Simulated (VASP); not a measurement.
Runs of VASP 6.6.1 on ZnO (zincite). The structure is hexagonal, space group P6_3mc (No. 186). The conventional cell has a = 3.249 Å, b = 3.249 Å, c = 5.206 Å, α = 90.00°, β = 90.00°, γ = 120.00°. Zn (site symmetry 3m) is surrounded by 4 O at 1.97 to 1.98 Å. O (site symmetry 3m) is surrounded by 4 Zn at 1.97 to 1.98 Å. 

```csv
task,cell,gap on the mesh (eV),pressure (GPa)
relaxation of cell and atoms,relaxed,(a),0.1
relaxation of shape and atoms at fixed volume,atoms relaxed at fixed volume from: a relaxed cell with its volume scaled by 0.94,0.81,9.2
relaxation of shape and atoms at fixed volume,atoms relaxed at fixed volume from: a relaxed cell with its volume scaled by 0.96,(b),5.7
relaxation of shape and atoms at fixed volume,atoms relaxed at fixed volume from: a relaxed cell with its volume scaled by 1.04,0.66,-4.7
relaxation of shape and atoms at fixed volume,atoms relaxed at fixed volume from: a relaxed cell with its volume scaled by 1.02,0.69,-2.5
```

Alike in all rows: level PBE; potentials or basis VASP PAW PBE potentials, release 64 (Zn, O); no spin polarisation; k mesh 9 × 9 × 5; cutoff (eV) 600; smearing gaussian 0.03 eV.

Problem. Estimate the missing entries.

Solution. (a) 0.72; (b) 0.78.

Caveats: the relaxation stopped at its first step, so nothing moved (some runs).

